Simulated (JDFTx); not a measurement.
# InAs (F-43m) in JDFTx: further runs

One crystal, InAs, is run at these levels: PBEsol, LDA; tasks: single point.

All numbers are computed with JDFTx 1.7.0 (patched build); they aren't measurements. Logs are shortened: lines on timing, memory, paths and dates and some standing lists are left out, and cuts for length are marked. The log counts tension as positive stress, the text compression.

**The experiment to reproduce.**

A printed reference work, data compilation reports, for a bulk crystal of InAs at 4.2 K: band gap 0.418 eV (direct).

The results are compared with them further down.

### Step 1. The crystal as given

The structure is cubic, space group F-43m (No. 216). The conventional cell has a = 6.036 Å, b = 6.036 Å, c = 6.036 Å, α = 90.00°, β = 90.00°, γ = 90.00°. Around In (site symmetry -43m) lie 4 As at 2.61 Å. As (site symmetry -43m) has 4 In at 2.61 Å as nearest neighbours.

### Step 2. Single point, PBEsol

The input, InAs.in:

```
lattice \
    0.0000000000     5.7031934441     5.7031934441 \
    5.7031934441     0.0000000000     5.7031934441 \
    5.7031934441     5.7031934441     0.0000000000
coords-type Cartesian
ion In     0.0000000000     0.0000000000     0.0000000000 1
ion As     8.5547901662     8.5547901662     8.5547901662 1

ion-species pseudo/In.upf
ion-species pseudo/As.upf
elec-cutoff 42 336
elec-ex-corr gga-PBEsol
kpoint-folding 8 8 8
elec-smearing Fermi 0.0018374661
elec-n-bands 21
electronic-SCF nIterations 100 energyDiffThreshold 1e-09
electronic-minimize nIterations 30 energyDiffThreshold 1e-7
converge-empty-states yes
forces-output-coords Cartesian

dump-name run.$VAR
dump End Ecomponents EigStats BandEigs Kpoints Forces Stress ElecDensity
```

Potentials or basis: PseudoDojo-SR-PBEsol-0.4.1-standard with smoothed tails.

Command:

```
$ jdftx -c 1 -i InAs.in -o InAs.out
```

The program printed:

```text
*************** JDFTx 1.7.0 (patched build) ***************

Input parsed successfully to the following command list (including defaults):
[... the input with its defaults ...]

---------- Setting up symmetries ----------

Found 48 point-group symmetries of the bravais lattice
Found 24 space-group symmetries with basis
Applied RMS atom displacement 4.33006e-11 bohrs to make symmetries exact.

---------- Initializing the Grid ----------
R =
[            0      5.70319      5.70319  ]
[      5.70319            0      5.70319  ]
[      5.70319      5.70319            0  ]
unit cell volume = 371.009
G =
[  -0.550848   0.550848   0.550848  ]
[   0.550848  -0.550848   0.550848  ]
[   0.550848   0.550848  -0.550848  ]
Minimum fftbox size, Smin = [  68  68  68  ]
Chosen fftbox size, S = [  70  70  70  ]

---------- Initializing tighter grid for wavefunction operations ----------
R =
[            0      5.70319      5.70319  ]
[      5.70319            0      5.70319  ]
[      5.70319      5.70319            0  ]
unit cell volume = 371.009
G =
[  -0.550848   0.550848   0.550848  ]
[   0.550848  -0.550848   0.550848  ]
[   0.550848   0.550848  -0.550848  ]
Minimum fftbox size, Smin = [  48  48  48  ]
Chosen fftbox size, S = [  48  48  48  ]

---------- Exchange Correlation functional ----------
Initalized PBEsol GGA exchange.
Initalized PBEsol GGA correlation.

---------- Setting up pseudopotentials ----------
Width of ionic core gaussian charges (only for fluid interactions / plotting) set to 0

Reading pseudopotential file 'pseudo/In.upf':
  'In' pseudopotential, 'PBESOL' functional
  Generated using ONCVPSP code by D. R. Hamann
  13 valence electrons, 3 orbitals, 6 projectors, 1001 radial grid points, with lMax = 2
    4D    l: 2   occupation: 10.0   eigenvalue: -0.683211
    5S    l: 0   occupation:  2.0   eigenvalue: -0.303394
    5P    l: 1   occupation:  1.0   eigenvalue: -0.092565
  Core radius for overlap checks: 2.17 bohrs.

Reading pseudopotential file 'pseudo/As.upf':
  'As' pseudopotential, 'PBESOL' functional
  Generated using ONCVPSP code by D. R. Hamann
  15 valence electrons, 3 orbitals, 6 projectors, 1001 radial grid points, with lMax = 2
    3D    l: 2   occupation: 10.0   eigenvalue: -1.493596
    4S    l: 0   occupation:  2.0   eigenvalue: -0.532985
    4P    l: 1   occupation:  3.0   eigenvalue: -0.190970
  Core radius for overlap checks: 1.74 bohrs.

Initialized 2 species with 2 total atoms.

Folded 1 k-points by 8x8x8 to 512 k-points.

---------- Setting up k-points, bands, fillings ----------
Adding inversion symmetry to k-mesh for non-inversion-symmetric unit cell.
Reduced to 29 k-points under symmetry.
Computing the number of bands and number of electrons
Calculating initial fillings.
nElectrons:  28.000000   nBands: 21   nStates: 29

----- Setting up reduced wavefunction bases (one per k-point) -----
average nbasis = 4822.705 , ideal nbasis = 4823.388

---------- Setting up ewald sum ----------
Optimum gaussian width for ewald sums = 2.590292 bohr.
Real space sum over 1331 unit cells with max indices [  5  5  5  ]
Reciprocal space sum over 2197 terms with max indices [  6  6  6  ]

---------- Allocating electronic variables ----------
Initializing wave functions:  linear combination of atomic orbitals
Note: number of bands (21) exceeds available atomic orbitals (18)
In pseudo-atom occupations:   s ( 2 )  p ( 1 )  d ( 10 )
As pseudo-atom occupations:   s ( 2 )  p ( 3 )  d ( 10 )
	FillingsUpdate:  mu: +0.317460995  nElectrons: 28.000000
LCAOMinimize: Iter:   0  F: -152.5997041264012068  |grad|_K:  1.666e-03  alpha:  1.000e+00
	FillingsUpdate:  mu: +0.299390931  nElectrons: 28.000000
LCAOMinimize: Iter:   1  F: -152.6086926707042437  |grad|_K:  3.782e-05  alpha:  4.936e-01  linmin: -1.263e-01  cgtest:  4.226e-01
LCAOMinimize: Encountered beta<0, resetting CG.
	FillingsUpdate:  mu: +0.299306387  nElectrons: 28.000000
LCAOMinimize: Iter:   2  F: -152.6086998754823583  |grad|_K:  9.355e-06  alpha:  7.866e-01  linmin: -1.113e-03  cgtest:  1.558e-02
	FillingsUpdate:  mu: +0.299417878  nElectrons: 28.000000
LCAOMinimize: Iter:   3  F: -152.6087001908170748  |grad|_K:  8.130e-07  alpha:  5.619e-01  linmin: -4.243e-05  cgtest: -4.307e-02
	FillingsUpdate:  mu: +0.299414823  nElectrons: 28.000000
LCAOMinimize: Iter:   4  F: -152.6087001948314139  |grad|_K:  4.637e-08  alpha:  9.502e-01  linmin:  4.999e-04  cgtest: -1.223e-02
LCAOMinimize: Converged (|Delta F|<1.000000e-06 for 2 iters).

-------- Electronic minimization -----------
Will mix electronic density at each iteration.
	FillingsUpdate:  mu: +0.299414823  nElectrons: 28.000000
	FillingsUpdate:  mu: +0.293303917  nElectrons: 28.000000
SCF: Cycle:  0   F: -152.641919082613924   dF: -3.322e-02   |Residual|: 3.986e-02   |deigs|: 1.455e-01
	FillingsUpdate:  mu: +0.293970583  nElectrons: 28.000000
SCF: Cycle:  1   F: -152.642547047204602   dF: -6.280e-04   |Residual|: 2.210e-02   |deigs|: 6.965e-03
	FillingsUpdate:  mu: +0.296022091  nElectrons: 28.000000
SCF: Cycle:  2   F: -152.642663566933180   dF: -1.165e-04   |Residual|: 3.904e-03   |deigs|: 2.724e-03
	FillingsUpdate:  mu: +0.296670197  nElectrons: 28.000000
SCF: Cycle:  3   F: -152.642675582191941   dF: -1.202e-05   |Residual|: 1.560e-03   |deigs|: 1.432e-03
	FillingsUpdate:  mu: +0.296961125  nElectrons: 28.000000
SCF: Cycle:  4   F: -152.642678078175692   dF: -2.496e-06   |Residual|: 6.333e-04   |deigs|: 3.780e-04
	FillingsUpdate:  mu: +0.296952271  nElectrons: 28.000000
SCF: Cycle:  5   F: -152.642679012107465   dF: -9.339e-07   |Residual|: 1.897e-04   |deigs|: 1.185e-04
	FillingsUpdate:  mu: +0.297015540  nElectrons: 28.000000
SCF: Cycle:  6   F: -152.642679629393797   dF: -6.173e-07   |Residual|: 6.963e-05   |deigs|: 1.182e-04
	FillingsUpdate:  mu: +0.297021022  nElectrons: 28.000000
SCF: Cycle:  7   F: -152.642679898778738   dF: -2.694e-07   |Residual|: 1.784e-05   |deigs|: 6.545e-05
	FillingsUpdate:  mu: +0.297019634  nElectrons: 28.000000
SCF: Cycle:  8   F: -152.642680013720138   dF: -1.149e-07   |Residual|: 1.353e-05   |deigs|: 9.182e-05
	FillingsUpdate:  mu: +0.297019824  nElectrons: 28.000000
SCF: Cycle:  9   F: -152.642680071123920   dF: -5.740e-08   |Residual|: 1.105e-05   |deigs|: 5.703e-05
	FillingsUpdate:  mu: +0.297019393  nElectrons: 28.000000
SCF: Cycle: 10   F: -152.642680088886266   dF: -1.776e-08   |Residual|: 3.921e-06   |deigs|: 2.412e-05
	FillingsUpdate:  mu: +0.297019495  nElectrons: 28.000000
SCF: Cycle: 11   F: -152.642680098958323   dF: -1.007e-08   |Residual|: 8.863e-06   |deigs|: 2.832e-05
	FillingsUpdate:  mu: +0.297019420  nElectrons: 28.000000
SCF: Cycle: 12   F: -152.642680101986514   dF: -3.028e-09   |Residual|: 6.268e-06   |deigs|: 1.591e-05
	FillingsUpdate:  mu: +0.297019427  nElectrons: 28.000000
SCF: Cycle: 13   F: -152.642680103686160   dF: -1.700e-09   |Residual|: 4.734e-06   |deigs|: 2.955e-05
	FillingsUpdate:  mu: +0.297019448  nElectrons: 28.000000
SCF: Cycle: 14   F: -152.642680104211138   dF: -5.250e-10   |Residual|: 4.209e-06   |deigs|: 1.386e-05
	FillingsUpdate:  mu: +0.297019476  nElectrons: 28.000000
SCF: Cycle: 15   F: -152.642680104609497   dF: -3.984e-10   |Residual|: 2.926e-06   |deigs|: 1.310e-05
SCF: Converged (|Delta E|<1.000000e-09 for 2 iters).

Setting wave functions to eigenvectors of Hamiltonian
Converging empty states (this may take a while): |deigs|: 2.963e-05

# Stress tensor in Cartesian coordinates [Eh/a0^3]:
[ -5.49577e-05            0            0  ]
[            0 -5.49577e-05            0  ]
[            0            0 -5.49577e-05  ]

# Ionic positions in cartesian coordinates:
ion In   0.000000000025000   0.000000000025000   0.000000000025000 1
ion As   8.554790166175001   8.554790166175001   8.554790166175001 1

# Forces in Cartesian coordinates:
force In  -0.000000000000000  -0.000000000000000  -0.000000000000000 1
force As  -0.000000000000000   0.000000000000000  -0.000000000000000 1

# Energy components:
   Eewald =      -92.8949152033454908
       EH =       52.2035790272232560
     Eloc =     -139.2080878572529627
      Enl =      -66.9169459325844400
      Exc =      -43.3574937932420212
 Exc_core =       19.6019705305350485
       KE =      117.9292328792651574
-------------------------------------
     Etot =     -152.6426603494014671
       TS =        0.0000197552080187
-------------------------------------
        F =     -152.6426801046094965

IonicMinimize: Iter:   0  F: -152.642680104609497  |grad|_K:       -nan
IonicMinimize: None of the convergence criteria satisfied after 0 iterations.

#--- Lowdin population analysis ---
# oxidation-state In +0.229
# oxidation-state As -0.199

Dumping 'run.eigStats' ...
	eMin: -0.993521 at state 20 ( [ +0.000000 +0.500000 +0.500000 ] spin 0 )
	HOMO: +0.295286 at state 0 ( [ +0.000000 +0.000000 +0.000000 ] spin 0 )
	mu  : +0.297020
	LUMO: +0.327904 at state 4 ( [ +0.000000 +0.000000 +0.500000 ] spin 0 )
	eMax: +0.766346 at state 19 ( [ +0.000000 +0.375000 -0.375000 ] spin 0 )
	HOMO-LUMO gap: +0.032618
	Optical gap  : +0.046270 at state 1 ( [ +0.000000 +0.000000 +0.125000 ] spin 0 )
Done!
[note: the HOMO, LUMO and gaps printed at the end count levels as full or empty at half filling, so they show a gap where a level is partly filled]
```

Run time: 2 min. Hardware: 1 thread of Intel Xeon Platinum 8488C (Sapphire Rapids), shared host; peak memory 0.21 GiB.

Results:

```yaml
Free_energy: -4153.6189 eV
Pressure: 1.6 GPa
Band_gap_on_the_k_mesh: none (metal or under the smearing width)
Loewdin_charges: In +0.23; As -0.20 e
```

Caveat: this crystal is a semiconductor, whose small gap the functional closes, so the metal is an error of the method.

### Step 3. Single point, LDA

The input, InAs.in:

```
include InAs.lattice
coords-type Lattice
include InAs.ionpos

ion-species pseudo/In.upf
ion-species pseudo/As.upf
elec-cutoff 40 320
elec-ex-corr lda-PW
kpoint-folding 8 8 8
elec-smearing Gauss 0.00036749322
elec-n-bands 21
electronic-SCF nIterations 100 energyDiffThreshold 1e-09
electronic-minimize nIterations 30 energyDiffThreshold 1e-7
converge-empty-states yes
forces-output-coords Cartesian

dump-name run.$VAR
dump End Ecomponents EigStats BandEigs Kpoints Forces Stress
```

The input, InAs.lattice:

```
lattice \
    0.0000000000     5.7031934441     5.7031934441 \
    5.7031934441     0.0000000000     5.7031934441 \
    5.7031934441     5.7031934441     0.0000000000
```

The input, InAs.ionpos:

```
ion In     0.0000000000     0.0000000000     0.0000000000 1
ion As     0.7500000000     0.7500000000     0.7500000000 1
```

Potentials or basis: PseudoDojo-SR-LDA-0.4.1-standard with smoothed tails.

Command:

```
$ jdftx -c 1 -i InAs.in -o InAs.out
```

It took 3.3 min on 1 thread of AMD EPYC 7R43 (Zen 3), shared host; peak memory 0.17 GiB.

Results (log left out):

```
Free energy            : -4161.8256 eV
Pressure               : -0.5 GPa
Band gap on the k mesh : none (metal or under the smearing width)
Loewdin charges        : In +0.21; As -0.18 e
```

Levels at points of the mesh, in eV from the Fermi level:
```
           k point  band 11  band 12  band 13  band 14  band 15  band 16  band 17
(0.00, 0.00, 0.00)   -11.98    -0.42    -0.01    -0.01    -0.01     3.83     3.83
(0.00, 0.00, 0.50)   -10.49    -5.88    -1.01    -1.01     0.79     4.62     4.62
(0.00, 0.50, 0.50)    -9.95    -5.96    -2.36    -2.36     1.42     1.95     9.04
```

Caveat: this crystal is a semiconductor, whose small gap the functional closes, so the metal is an error of the method.

### Step 4. Single point, PBEsol

The input, InAs.in:

```
lattice \
    0.0000000000     5.7031934441     5.7031934441 \
    5.7031934441     0.0000000000     5.7031934441 \
    5.7031934441     5.7031934441     0.0000000000
coords-type Lattice
ion In     0.0000000000     0.0000000000     0.0000000000 1
ion As     0.7500000000     0.7500000000     0.7500000000 1

ion-species pseudo/In.upf
ion-species pseudo/As.upf
elec-cutoff 42 336
elec-ex-corr gga-PBEsol
kpoint-folding 8 8 8
elec-smearing Gauss 0.00091873305
elec-n-bands 21
electronic-SCF nIterations 100 energyDiffThreshold 1e-09
electronic-minimize nIterations 30 energyDiffThreshold 1e-7
converge-empty-states yes
forces-output-coords Cartesian

dump-name run.$VAR
dump End Ecomponents EigStats BandEigs Kpoints Forces Stress
```

Potentials or basis: PseudoDojo-SR-PBEsol-0.4.1-standard with smoothed tails.

Command:

```
$ jdftx -c 1 -i InAs.in -o InAs.out
```

Wall time 3.3 min (1 thread of AMD EPYC 7R43 (Zen 3), shared host); peak memory 0.19 GiB.

The run converged. Its results:

| Item | Value |
| --- | --- |
| Free energy | -4153.6187 eV |
| Pressure | 1.6 GPa |
| Band gap on the k mesh | none (metal or under the smearing width) |
| Loewdin charges | In +0.23; As -0.20 e |

Levels at points of the mesh, in eV from the Fermi level:
```tsv
k point	band 10	band 11	band 12	band 13	band 14	band 15	band 16	band 17
(0.00, 0.00, 0.00)	-14.28	-11.94	-0.28	-0.02	-0.02	-0.02	3.86	3.86
(0.00, 0.00, 0.50)	-14.28	-10.45	-5.85	-1.02	-1.02	0.87	4.62	4.62
(0.00, 0.50, 0.50)	-14.26	-9.90	-5.91	-2.37	-2.37	1.42	1.97	9.11
```

Caveat: this crystal is a semiconductor, whose small gap the functional closes, so the metal is an error of the method.

### Step 5. The runs side by side

```csv
level,potentials or basis,cutoff (eV),smearing,gap on the mesh (eV),pressure (GPa)
PBEsol,PseudoDojo-SR-PBEsol-0.4.1-standard with smoothed tails,1143,fermi-dirac 0.05 eV,none,1.6
LDA,PseudoDojo-SR-LDA-0.4.1-standard with smoothed tails,1088,gaussian 0.02 eV,none,-0.5
PBEsol,PseudoDojo-SR-PBEsol-0.4.1-standard with smoothed tails,1143,gaussian 0.05 eV,none,1.6
```

Alike in all rows: task single point; no spin polarisation; cell as given; k mesh 8 × 8 × 8.

Caveats: this crystal is a semiconductor, whose small gap the functional closes, so the metal is an error of the method.

Absolute energies hang on the potentials; compare differences alone.

### Step 6. Against experiment

Step 2. A measured gap of InAs is 0.418 eV (direct; 4.2 K; a printed reference work, data compilation); the calculated 0.00 eV misses it by -0.42 eV. Spin-orbit coupling on As, In is left out. The value is that of PBEsol on a finite k mesh, which can miss the band edges, without temperature or zero-point motion. Semilocal functionals fall short of measured gaps as a rule.

Step 3. Measured gap of InAs: 0.418 eV (direct; 4.2 K; a printed reference work, data compilation). This calculation gives 0.00 eV (-0.42 eV). Spin-orbit coupling on As, In is left out. The value is that of LDA on a finite k mesh, which can miss the band edges, without temperature or zero-point motion. Semilocal functionals fall short of measured gaps as a rule.

Step 4. Against the measured gap of InAs, 0.418 eV (direct; 4.2 K; a printed reference work, data compilation), the calculated 0.00 eV is off by -0.42 eV. Spin-orbit coupling on As, In is left out. The value is that of PBEsol on a finite k mesh, which can miss the band edges, without temperature or zero-point motion. Semilocal functionals fall short of measured gaps as a rule.
